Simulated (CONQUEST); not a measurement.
CdTe:

```
CELL_PARAMETERS angstrom
4.53255 0.00000 0.00000
0.00000 4.53255 0.00000
0.00000 0.00000 6.41000
ATOMIC_POSITIONS crystal
Te 0.00000 0.50000 0.25000
Te 0.50000 0.00000 0.75000
Cd 0.00000 0.00000 0.00000
Cd 0.50000 0.50000 0.50000
```

Base run:

- Program: CONQUEST 1.3
- Functional: PBE
- Potentials or basis: PseudoDojo NC PBE, DZP, grid cutoff 120 Ha
- k mesh: 6 × 6 × 4
- Occupations: fermi-dirac, width 0.05 eV
- Spin: no spin polarisation

Its results: band gap on the k mesh 1.08 eV; pressure 4.8 GPa.

Task: The run is repeated on the same cell with these changes: potentials or basis from PseudoDojo NC PBE, DZP, grid cutoff 120 Ha to PseudoDojo NC PBE, SZP, grid cutoff 120 Ha. What comes out?

Result: Band gap on the k mesh 1.21 eV; pressure 6.2 GPa.

Caveats: spin-orbit coupling is left out, which moves the levels of the heavy elements; the basis of atomic orbitals isn't converged, which shifts pressures, moduli and gaps; the atomic basis is small (some runs).

A k mesh can miss the band edges.
